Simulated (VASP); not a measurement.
# AlNi3 (Pm-3m) in VASP: a series of runs

One crystal, AlNi3, is run at these levels: r2SCAN; tasks: single point.

Program: VASP 6.6.1. These are calculated values, not measurements. Logs are shortened: lines on timing, memory, paths and dates and some standing lists are left out, and cuts for length are marked.

## (1) The crystal as given

Symmetry: Pm-3m, No. 221, cubic system. The conventional cell has a = 3.568 Å, b = 3.568 Å, c = 3.568 Å, α = 90.00°, β = 90.00°, γ = 90.00°. Al (site symmetry m-3m) has 12 Ni at 2.52 Å as nearest neighbours. Around Ni (site symmetry 4/mmm) lie 4 Al at 2.52 Å and 8 Ni at 2.52 Å.

The cell was built by a generator and isn't the measured one.

## (2) Single point, r2SCAN, collinear spin, typed start

POSCAR reads:

```
AlNi3
1.0
    3.5680000000      0.0000000000      0.0000000000
    0.0000000000      3.5680000000      0.0000000000
    0.0000000000      0.0000000000      3.5680000000
Al Ni
1 3
Direct
    0.0000000000      0.0000000000      0.0000000000
    0.0000000000      0.5000000000      0.5000000000
    0.5000000000      0.0000000000      0.5000000000
    0.5000000000      0.5000000000      0.0000000000
```

INCAR.step1 reads:

```
SYSTEM = AlNi3
  PREC = Accurate
  ENCUT = 520
  ISMEAR = 0
  SIGMA = 0.1
  LREAL = .False.
  LASPH = .True.
  NELM = 150
  ISPIN = 2
  MAGMOM = 0 0.5 0.5 0.5
  LMAXMIX = 4
  NBANDS = 28
  GGA = PE
  ALGO = Normal
  EDIFF = 1E-4
  LWAVE = .True.
  LCHARG = .False.
```

INCAR.step2 reads:

```
SYSTEM = AlNi3
  PREC = Accurate
  ENCUT = 520
  EDIFF = 1E-7
  ISMEAR = 0
  SIGMA = 0.1
  LREAL = .False.
  LASPH = .True.
  NELM = 150
  ALGO = Normal
  ISIF = 2
  LWAVE = .False.
  LCHARG = .True.
  ISPIN = 2
  MAGMOM = 0 0.5 0.5 0.5
  LORBIT = 11
  LMAXMIX = 4
  METAGGA = R2SCAN
  LMIXTAU = .True.
  LELF = .True.
  LVHAR = .True.
  NBANDS = 28
  ISTART = 1
```

KPOINTS reads:

```
regular mesh
0
Gamma
  6 6 6
  0 0 0
```

Potentials or basis: VASP PAW PBE potentials, release 64 (Al, Ni).

The run is started by

```
cat potpaw_PBE.64/Al/POTCAR potpaw_PBE.64/Ni/POTCAR > POTCAR
cp INCAR.step1 INCAR
mpirun -np 1 vasp_std > vasp.out
cp INCAR.step2 INCAR
mpirun -np 1 vasp_std > vasp.out
```

OUTCAR:

```text
SYSTEM = AlNi3
   PREC = Accurate
   ENCUT = 520
   EDIFF = 1E-7
   ISMEAR = 0
   LREAL = .False.
   LASPH = .True.
   NELM = 150
   ISIF = 2
   ISPIN = 2
   LORBIT = 11
   METAGGA = R2SCAN
   ISTART = 1

 ion  position               nearest neighbor table
   1  0.000  0.000  0.000-   2 2.52   3 2.52   4 2.52   2 2.52   3 2.52   2 2.52   4 2.52   2 2.52
                             3 2.52   4 2.52   3 2.52   4 2.52
   2  0.000  0.500  0.500-   1 2.52   3 2.52   4 2.52   1 2.52   4 2.52   1 2.52   3 2.52   1 2.52
                             3 2.52   4 2.52   4 2.52   3 2.52
   3  0.500  0.000  0.500-   1 2.52   2 2.52   4 2.52   1 2.52   4 2.52   2 2.52   4 2.52   4 2.52
                             1 2.52   2 2.52   1 2.52   2 2.52
   4  0.500  0.500  0.000-   1 2.52   2 2.52   3 2.52   2 2.52   3 2.52   1 2.52   3 2.52   3 2.52
                             1 2.52   2 2.52   2 2.52   1 2.52

  LATTYP: Found a simple cubic cell.
 ALAT       =     3.5680000000

  Lattice vectors:

 A1 = (   3.5680000000,   0.0000000000,   0.0000000000)
 A2 = (   0.0000000000,   3.5680000000,   0.0000000000)
 A3 = (   0.0000000000,   0.0000000000,   3.5680000000)

Analysis of symmetry for initial positions (statically):
=====================================================================
 Subroutine PRICEL returns:
 Original cell was already a primitive cell.

 Routine SETGRP: Setting up the symmetry group for a
 simple cubic supercell.

 Subroutine GETGRP returns: Found 48 space group operations
 (whereof 48 operations were pure point group operations)
 out of a pool of 48 trial point group operations.

The static configuration has the point symmetry O_h .

Analysis of symmetry for dynamics (positions and initial velocities):
=====================================================================
 Subroutine PRICEL returns:
 Original cell was already a primitive cell.

 Routine SETGRP: Setting up the symmetry group for a
 simple cubic supercell.

 Subroutine GETGRP returns: Found 48 space group operations
 (whereof 48 operations were pure point group operations)
 out of a pool of 48 trial point group operations.

The dynamic configuration has the point symmetry O_h .

Analysis of structural, dynamic, and magnetic symmetry:
=====================================================================
 Subroutine PRICEL returns:
 Original cell was already a primitive cell.

 Routine SETGRP: Setting up the symmetry group for a
 simple cubic supercell.

 Subroutine GETGRP returns: Found 48 space group operations
 (whereof 48 operations were pure point group operations)
 out of a pool of 48 trial point group operations.

The overall configuration has the point symmetry O_h .

 Subroutine INISYM returns: Found 48 space group operations
 (whereof 48 operations are pure point group operations),
 and found     1 'primitive' translations

----------------------------------------------------------------------------------------

                                     Primitive cell

  volume of cell :      45.4229

  direct lattice vectors                    reciprocal lattice vectors
     3.568000000  0.000000000  0.000000000     0.280269058  0.000000000  0.000000000
     0.000000000  3.568000000  0.000000000     0.000000000  0.280269058  0.000000000
     0.000000000  0.000000000  3.568000000     0.000000000  0.000000000  0.280269058

  length of vectors
     3.568000000  3.568000000  3.568000000     0.280269058  0.280269058  0.280269058

  position of ions in fractional coordinates (direct lattice)
     0.000000000  0.000000000  0.000000000
     0.000000000  0.500000000  0.500000000
     0.500000000  0.000000000  0.500000000
     0.500000000  0.500000000  0.000000000

  ion indices of the primitive-cell ions
   primitive index   ion index
                 1           1
                 2           2
                 3           3
                 4           4

----------------------------------------------------------------------------------------

 KPOINTS: regular mesh

Automatic generation of k-mesh.
 Grid dimensions read from file:
 generate k-points for:    6    6    6

 Generating k-lattice:

  Cartesian coordinates                     Fractional coordinates (reciprocal lattice)
     0.046711510  0.000000000  0.000000000     0.166666667  0.000000000  0.000000000
     0.000000000  0.046711510  0.000000000     0.000000000  0.166666667  0.000000000
     0.000000000  0.000000000  0.046711510     0.000000000  0.000000000  0.166666667

  Length of vectors
     0.046711510  0.046711510  0.046711510

  Shift w.r.t. Gamma in fractional coordinates (k-lattice)
     0.000000000  0.000000000  0.000000000

 Subroutine IBZKPT returns following result:
 ===========================================

 Found     20 irreducible k-points:

 Following reciprocal coordinates:
            Coordinates               Weight
  0.000000  0.000000  0.000000      1.000000
  0.166667  0.000000  0.000000      6.000000
  0.333333  0.000000  0.000000      6.000000
  0.500000  0.000000  0.000000      3.000000
  0.166667  0.166667  0.000000     12.000000
  0.333333  0.166667  0.000000     24.000000
[... 12 lines left out ...]
  0.500000  0.500000  0.333333      6.000000
  0.500000  0.500000  0.500000      1.000000
   k-points           NKPTS =     20   k-points in BZ     NKDIM =     20   number of bands    NBANDS=     28
   number of dos      NEDOS =    301   number of ions     NIONS =      4
   total plane-waves  NPLWV =  21952
   dimension x,y,z NGX =    28 NGY =   28 NGZ =   28
   dimension x,y,z NGXF=    56 NGYF=   56 NGZF=   56
   ions per type =               1   3
   NGX,Y,Z   is equivalent  to a cutoff of  13.05, 13.05, 13.05 a.u.
   NGXF,Y,Z  is equivalent  to a cutoff of  26.09, 26.09, 26.09 a.u.
 SYSTEM =  AlNi3
   PREC   = accura    normal or accurate (medium, high low for compatibility)
   ISTART =      1    job   : 0-new  1-cont  2-samecut
   ICHARG =      0    charge: 1-file 2-atom 10-const
   ISPIN  =      2    spin polarized calculation?
   LNONCOLLINEAR =      F non collinear calculations
   LSORBIT =      F    spin-orbit coupling
   LASPH  =      T    aspherical Exc in radial PAW
   ENCUT  =  520.0 eV  38.22 Ry    6.18 a.u.   6.63  6.63  6.63*2*pi/ulx,y,z
   NELM   =    150;   NELMIN=  2; NELMDL=  0     # of ELM steps
   EDIFF  = 0.1E-06   stopping-criterion for ELM
   LREAL  =      F    real-space projection
   EDIFFG = 0.1E-05   stopping-criterion for IOM
   NSW    =      0    number of steps for IOM
   IBRION =     -1    ionic relax: 0-MD 1-quasi-New 2-CG
   NFREE  =      0    steps in history (QN), initial steepest desc. (CG)
   ISIF   =      2    stress and relaxation
   ISYM   =      2    0-nonsym 1-usesym 2-fastsym
   POTIM  = 0.5000    time-step for ionic-motion
   TEBEG  =    0.0;   TEEND  =   0.0 temperature during run
   PSTRESS=    0.0 pullay stress
   NELECT =      33.0000    total number of electrons
   NUPDOWN=      -1.0000    fix difference up-down
   EMIN   =  10.00;   EMAX   =-10.00  energy-range for DOS
   EFERMI =   0.00;   METHOD = LEGACY
   ISMEAR =     0;   SIGMA  =   0.10  broadening in eV -4-tet -1-fermi 0-gaus
   EFERMI_NEDOS =   21; number of points for ismear=-14 and -15
   IALGO  =     38    algorithm
   IMIX   =      4    mixing-type and parameters
     AMIX     =   0.40;   BMIX     =  1.00
     AMIX_MAG =   1.60;   BMIX_MAG =  1.00
  volume/ion in A,a.u.               =      11.36        76.63
  Fermi-wavevector in a.u.,A,eV,Ry     =   1.471707  2.781123 29.469143  2.165921
  Thomas-Fermi vector in A             =   2.586810
   LORBIT       =     11    0 simple, 1 ext, 2 COOP (PROOUT), +10 PAW based schemes
   METAGGA = R2SCAN    functional components
   LHFCALC =     F    Hartree Fock is set to
   AEXX    =    0.0000 exact exchange contribution
   IVDW    =     0    specifies the selected vdW correction
   LEPSILON=     F    determine dielectric tensor
   LRPA    =     F    only Hartree local field effects (RPA)
 spin polarized calculation
 Gauss-broadening in eV      SIGMA  =   0.10
  energy-cutoff  :      520.00
  volume of cell :       45.42
 maximum number of plane-waves:      1237
 NGX is ok and might be reduce to    28
   NGX = 13   NGY = 13   NGZ = 13

 number of electron      33.0000022 magnetization       0.8575775

 Free energy of the ion-electron system (eV)
  ---------------------------------------------------
  ext. energy  EPLUGINS =         0.00000000
  ---------------------------------------------------
  free energy    TOTEN  =       -44.28067181 eV

  energy without entropy =      -44.27316667  energy(sigma->0) =      -44.27691924

 E-fermi :   9.3058     XC(G=0): -13.7151

 val. band max:        9.2969347973   @ k =   0.0000   0.0000   0.0000
 cond. band min:       9.3884793247   @ k =   0.5000   0.5000   0.3333
 fundamental gap:      0.0915445273
 Fermi energy:         9.3057507747

 spin component 1

 k-point     1 :       0.0000    0.0000    0.0000
  band No.  band energies     occupation
      1      -1.0856      1.00000
      2       4.7447      1.00000
      3       5.4036      1.00000
      4       5.4036      1.00000
      5       5.7104      1.00000
      6       5.7104      1.00000
[... 20 lines left out ...]
     27      23.8694      0.00000
     28      23.8694      0.00000

 k-point     2 :       0.1667    0.0000    0.0000
  band No.  band energies     occupation
      1      -0.7344      1.00000
      2       4.8014      1.00000
      3       5.2165      1.00000
      4       5.6145      1.00000
      5       5.7697      1.00000
      6       5.7697      1.00000
[... 550 lines left out ...]
 k-point    20 :       0.5000    0.5000    0.5000
  band No.  band energies     occupation
      1       3.4395      1.00000
      2       5.0921      1.00000
      3       5.0921      1.00000
      4       5.0921      1.00000
      5       6.9658      1.00000
      6       6.9658      1.00000
[... 20 lines left out ...]
     27      30.2655      0.00000
     28      30.2655      0.00000
 Fermi energy:         9.3057507747

 spin component 2

 k-point     1 :       0.0000    0.0000    0.0000
  band No.  band energies     occupation
      1      -1.2688      1.00000
      2       4.7951      1.00000
      3       5.6550      1.00000
      4       5.6550      1.00000
      5       6.2509      1.00000
      6       6.2509      1.00000
[... 20 lines left out ...]
     27      23.8446      0.00000
     28      23.8446      0.00000

 k-point     2 :       0.1667    0.0000    0.0000
  band No.  band energies     occupation
      1      -0.9161      1.00000
      2       4.8392      1.00000
      3       5.3917      1.00000
      4       5.8771      1.00000
      5       6.2716      1.00000
      6       6.2716      1.00000
[... 550 lines left out ...]
 k-point    20 :       0.5000    0.5000    0.5000
  band No.  band energies     occupation
      1       3.4405      1.00000
      2       5.4624      1.00000
      3       5.4624      1.00000
      4       5.4624      1.00000
      5       6.9465      1.00000
      6       6.9465      1.00000
[... 20 lines left out ...]
     27      30.2119      0.00000
     28      30.2119      0.00000

------------------------ aborting loop because EDIFF is reached ----------------------------------------

  FORCE on cell =-STRESS in cart. coord.  units (eV):
  Direction    XX          YY          ZZ          XY          YZ          ZX
  --------------------------------------------------------------------------------------
  -------------------------------------------------------------------------------------
  Total       -1.8278843     -1.8278843     -1.8278843     -0.0000000      0.0000000     -0.0000000
  in kB      -64.4740187    -64.4740187    -64.4740187     -0.0000000      0.0000000     -0.0000000
  external PRESSURE =     -64.4740187 kB  Pullay stress =       0.0000000 kB

 VOLUME and BASIS-vectors are now :
 -----------------------------------------------------------------------------
  energy-cutoff  :      520.00
  volume of cell :       45.42
      direct lattice vectors                 reciprocal lattice vectors
     3.568000000  0.000000000  0.000000000     0.280269058  0.000000000  0.000000000
     0.000000000  3.568000000  0.000000000     0.000000000  0.280269058  0.000000000
     0.000000000  0.000000000  3.568000000     0.000000000  0.000000000  0.280269058

 POSITION                                       TOTAL-FORCE (eV/Angst)
 -----------------------------------------------------------------------------------
      0.00000      0.00000      0.00000         0.000000      0.000000      0.000000
      0.00000      1.78400      1.78400         0.000000      0.000000      0.000000
      1.78400      0.00000      1.78400         0.000000      0.000000      0.000000
      1.78400      1.78400      0.00000         0.000000      0.000000      0.000000
 -----------------------------------------------------------------------------------
    total drift:                                0.000000      0.000000      0.000000

  FREE ENERGIE OF THE ION-ELECTRON SYSTEM (eV)
  ---------------------------------------------------
  free  energy   TOTEN  =       -44.2806718071 eV

  energy  without entropy=      -44.2731666708  energy(sigma->0) =      -44.27691924

 total charge

# of ion       s       p       d       tot
------------------------------------------
    1        0.407   0.400   0.000   0.807
    2        0.504   0.536   8.376   9.416
    3        0.504   0.536   8.376   9.416
    4        0.504   0.536   8.376   9.416
--------------------------------------------------
tot          1.919   2.009  25.128  29.055

 magnetization (x)

# of ion       s       p       d       tot
------------------------------------------
    1       -0.004  -0.016   0.000  -0.020
    2       -0.008  -0.029   0.367   0.329
    3       -0.008  -0.029   0.367   0.329
    4       -0.008  -0.029   0.367   0.329
--------------------------------------------------
tot         -0.028  -0.103   1.100   0.969
```

It took 2 min on 1 thread of Intel Xeon Platinum 8488C (Sapphire Rapids), shared host; peak memory 0.2 GiB.

What came out:

* Free energy: -44.2807 eV
* Pressure: -6.4 GPa
* Band gap on the k mesh: none (metal or under the smearing width)
* Net moment: 0.86 μB per cell
* Site moments: Al -0.02; Ni +0.33 μB
* Valence electrons inside the program's atomic spheres: Al 0.81; Ni 9.42

Caveat: the PAW data sets were made with another functional, which shifts forces and pressure a little.

## (3) Single point, r2SCAN, collinear spin, typed start

POSCAR is that of step 2.

INCAR.step1 reads:

```
  PREC = Accurate
  ENCUT = 520
  ISMEAR = 0
  SIGMA = 0.05
  LREAL = False
  LASPH = True
  NELM = 150
  ISPIN = 2
  MAGMOM = 0 0.5 0.5 0.5
  LMAXMIX = 4
  NBANDS = 28
  GGA = PE
  ALGO = Normal
  EDIFF = 1E-4
  LWAVE = True
  LCHARG = False
```

INCAR.step2 reads:

```
  PREC = Accurate
  ENCUT = 520
  EDIFF = 1E-6
  ISMEAR = 0
  SIGMA = 0.05
  LREAL = False
  LASPH = True
  NELM = 150
  ALGO = Normal
  ISIF = 2
  LWAVE = False
  LCHARG = True
  ISPIN = 2
  MAGMOM = 0 0.5 0.5 0.5
  LORBIT = 11
  LMAXMIX = 4
  METAGGA = R2SCAN
  LMIXTAU = True
  LELF = True
  LVHAR = True
  NBANDS = 28
  ISTART = 1
```

KPOINTS reads:

```
regular mesh
0
Gamma
  16 16 16
```

Potentials or basis: VASP PAW PBE potentials, release 64 (Al, Ni).

The run is started by

```
cat potpaw_PBE.64/Al/POTCAR potpaw_PBE.64/Ni/POTCAR > POTCAR
cp INCAR.step1 INCAR
mpirun -np 1 vasp_std > vasp.out
cp INCAR.step2 INCAR
mpirun -np 1 vasp_std > vasp.out
```

It took 12 min on 1 thread of Intel Xeon Platinum 8488C (Sapphire Rapids), shared host; peak memory 0.4 GiB.

The run converged. Its results:

* Free energy: -44.2716 eV
* Pressure: -6.4 GPa
* Band gap on the k mesh: none (metal or under the smearing width)
* Net moment: 0.88 μB per cell
* Site moments: Al -0.02; Ni +0.34 μB
* Valence electrons inside the program's atomic spheres: Al 0.81; Ni 9.42

Levels at points of the mesh, in eV from the Fermi level:
Spin up:
```
           k point  band 15  band 16  band 17  band 18  band 19  band 20
(0.00, 0.00, 0.00)    -0.45    -0.45     0.86     0.86     0.86     6.59
(0.50, 0.00, 0.00)    -1.31    -0.80    -0.45     5.60     5.60     5.70
(0.50, 0.50, 0.00)    -1.34    -1.23    -0.80     0.57     0.57     8.37
(0.50, 0.50, 0.50)    -1.33    -0.58    -0.58    -0.58    -0.25     3.47
```
Spin down:
```tsv
k point	band 14	band 15	band 16	band 17	band 18	band 19
(0.00, 0.00, 0.00)	0.47	0.47	0.47	0.68	0.68	0.68
(0.50, 0.00, 0.00)	-0.91	-0.91	-0.52	0.48	5.67	5.67
(0.50, 0.50, 0.00)	-1.23	-0.92	-0.58	-0.47	1.14	1.14
(0.50, 0.50, 0.50)	-1.03	-1.03	-0.40	0.18	0.18	0.18
```

Caveat: the PAW data sets were made with another functional, which shifts forces and pressure a little.
